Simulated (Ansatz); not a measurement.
Ge on a mismatched substrate

Method: DFT r2SCAN, scalar-relativistic, plane waves, PAW (Ansatz). (500 eV cutoff, 10×10×6 k-mesh, Gaussian smearing of 0.02 eV, no spin polarisation)

Starting point, cell and atoms relaxed:

```xyz
4
Lattice="2.8374 2.8374 0.0000 -2.8374 2.8374 0.0000 0.0000 0.0000 5.6749" Properties=species:S:1:pos:R:3 pbc="T T T"
Ge    0.0000    2.8374    2.8374
Ge    1.4187    1.4187    1.4187
Ge    0.0000    0.0000    0.0000
Ge   -1.4187    1.4187    4.2561
```

The a-b plane is strained alike in both directions, as on a substrate, while c and the atoms relax within the symmetry that the strain leaves. Stress is positive in compression; energies are free energies at the smearing used, per atom.

```
strain (%) c (Å)  σ in plane (GPa)  ΔE (meV/atom)
      -6.0  5.9109             10.58          83.22
      -4.0  5.8310              6.56          35.36
      -2.0  5.7526              3.05           8.49
      +0.0  5.6749              0.02           0.00
      +2.0  5.5964             -2.49           7.38
      +4.0  5.5162             -4.67          28.18
      +6.0  5.4296             -6.35          60.51
```

Task: Get the biaxial modulus twice, from the stresses and from the energies of the innermost pair.

Result: From stress: M = −Δσ/Δε = (3.05 − (-2.49)) / 0.040 = 138 GPa. Two in-plane directions each store σε/2, so the energy density is Mε²: M = (mean ΔE)/(V ε²) = 7.94 meV / (22.844 Å³ × 0.020²) × 0.16022 GPa Å³/meV = 139 GPa. The two agree.

Task: How well does Mε², with M from the stresses, predict the outermost points?

Result: 71.1 meV predicted against 83.2 computed at -6.0 %; 71.1 meV predicted against 60.5 computed at +6.0 %. Compression costs more than stretching, the usual sign of bonds that stiffen as they shorten.

Task: How does c respond, and up to what thickness can a film with 1 % or 2 % misfit stay coherent on a thick substrate?

Result: c answers with ε_c = −0.69 ε. In an isotropic solid that ratio is 2ν/(1 − ν), so ν = r/(2 + r) = 0.26. A film of thickness h stores Mε²h per area, 13.8 mJ/m² per nm at 1 %. The Matthews–Blakeslee balance for pure edge misfit dislocations, h = b/(8πf(1 + ν)) × (ln(h/b) + 1), with b taken as the in-plane vector a = 4.01 Å, solved by iteration, gives 4.3 nm at f = 1 % and 1.5 nm at 2 %. This is an isotropic estimate in which the moduli cancel; the real Burgers vector, glide system, anisotropy and slow kinetics can shift it by a factor of a few, mostly upward.